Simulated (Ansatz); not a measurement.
## Field gradients of PbS from run to run

Cell of run 1: a Materials Project structure (computed, not necessarily an observed phase).

```cif
data_PbS
_symmetry_space_group_name_H-M 'Pnma'
_symmetry_Int_Tables_number 62
_cell_length_a 12.0278
_cell_length_b 4.2250
_cell_length_c 4.2750
_cell_angle_alpha 90.000
_cell_angle_beta 90.000
_cell_angle_gamma 90.000
loop_
_atom_site_label
_atom_site_type_symbol
_atom_site_symmetry_multiplicity
_atom_site_Wyckoff_symbol
_atom_site_fract_x
_atom_site_fract_y
_atom_site_fract_z
Pb Pb 4 c 0.8713 0.2500 0.1649
S S 4 c 0.6436 0.2500 0.1079
```

One atom of each set is listed.

Relaxed positions (PBE, cell held):

Pb (0.8752, 0.2500, 0.2490)
S (0.6249, 0.2500, 0.2488)

All runs are DFT with Ansatz 0.2.0 (plane waves and PAW, scalar-relativistic unless spin–orbit coupling is named, Γ-centred meshes, Fermi–Dirac smearing where given) in this cell.

Run 1: PBE, atoms as given; 420 eV, 3×8×8 k-points, smearing 0.01 eV.
Run 2: r2SCAN, atoms as given; 500 eV, 3×8×8 k-points, smearing 0.01 eV.
Run 3: PBE, atoms relaxed; 420 eV, 3×8×8 k-points, smearing 0.01 eV.
Run 4: r2SCAN, at the relaxed atoms; 500 eV, 3×8×8 k-points, smearing 0.01 eV.
Run 5: r2SCAN, atoms relaxed; 500 eV, 3×8×8 k-points, smearing 0.01 eV.

```json
{"run": "1", "Pb V_zz (η)": "-10.43 (0.21)", "S V_zz (η)": "-1.23 (0.15)"}
{"run": "2", "Pb V_zz (η)": "?", "S V_zz (η)": "?"}
{"run": "3", "Pb V_zz (η)": "-0.36 (0.17)", "S V_zz (η)": "0.19 (0.96)"}
{"run": "4", "Pb V_zz (η)": "-0.34 (0.18)", "S V_zz (η)": "0.18 (0.99)"}
{"run": "5", "Pb V_zz (η)": "-0.33 (0.17)", "S V_zz (η)": "0.22 (0.60)"}
```

V_zz in 10²¹ V/m².

(1) Estimate the row of run 2.

Results:

(1) Pb: -12.09 (0.19); S: -1.33 (0.04). It lies nearest to run 1, from whose tensors on these sites it differs by 1.72 at most (largest principal value of the difference, on Pb). Taken one at a time, the positions of the atoms (as given or relaxed) move the tensors on these sites by up to 12.26 (largest principal value of the change, on Pb), the functional (r2SCAN with its higher cutoff) by 1.72 (Pb). On some sites the largest principal value moves to another axis from run to run, and the sign of V_zz can flip with it.

Leaving out spin–orbit coupling shifts gradients on Pb by a few per cent, and by more where contributions nearly cancel. Leaving out spin–orbit coupling shifts gradients on Pb by a few per cent in wide-gap crystals, and can shift them far more where the calculated gap is small or absent, as here. In runs 3, 4, 5 the gap is small for the k-mesh or the smearing, and small gradients can still move by 0.1 × 10²¹ V/m² or more.
